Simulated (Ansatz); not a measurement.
One crystal and one scan (energy against volume) at two levels, PBE (plane waves to 420 eV, PAW, scalar-relativistic; Ansatz, a quantum-chemistry and plane-wave program) and PBEsol (plane waves to 420 eV, PAW, scalar-relativistic; Ansatz), each from its own relaxed cell and on its own mesh. The cell shown is that of PBE.

Ti₃SiC₂ (MAX-312 type, space group P6_3/mmc)

```
Ti3SiC2
1.0
    3.07276     0.00000     0.00000
   -1.53638     2.66109     0.00000
    0.00000     0.00000    17.72285
Ti Si C
6 2 4
Direct
  0.00000   0.00000   0.00000
  0.00000   0.00000   0.50000
  0.33333   0.66667   0.13489
  0.66667   0.33333   0.63489
  0.66667   0.33333   0.86511
  0.33333   0.66667   0.36511
  0.00000   0.00000   0.25000
  0.00000   0.00000   0.75000
  0.33333   0.66667   0.57233
  0.66667   0.33333   0.07233
  0.66667   0.33333   0.42767
  0.33333   0.66667   0.92767
```

Equation-of-state scan: isotropic scaling of the cell above, V₀ being its volume. The atoms relax within the cell's symmetry.

The energy includes the smearing's −TS. Ti3SiC2 is run without spin polarisation. Ti3SiC2 was relaxed with its symmetry unable to fall. With the shape held, the modulus is that of even scaling; a crystal free to change shape is softer. Percentages come from the unrounded values.

Results of PBE:

```
Quantity                                                                     Result
---------------------------------------------------------------------------  ------
Lattice constant a (Å)                                                        3.073
Lattice constant c (Å)                                                        17.72
Relaxed volume (Å³/atom)                                                      12.08
Bulk modulus at fixed cell shape B₀ (third-order Birch-Murnaghan fit) (GPa)   183.6
```

Q: Estimate the PBEsol values.

A: 
```csv
quantity,PBEsol,PBE − PBEsol
Lattice constant a (Å),3.042,+0.031 (+1.0 %)
Lattice constant c (Å),17.58,+0.14 (+0.8 %)
Relaxed volume (Å³/atom),11.74,+0.34 (+2.9 %)
Bulk modulus at fixed cell shape B₀ (third-order Birch-Murnaghan fit) (GPa),196.3,-12.7 (-6.4 %)
```

PBE gives the higher value for: lattice constant a; lattice constant c; relaxed volume. PBE gives the lower value for: bulk modulus at fixed cell shape B₀. Neither level is exact: the differences show how much the result hangs on the functional.

(A scan under strain: stresses follow from slopes of the energy per volume, elastic moduli from its curvatures.)
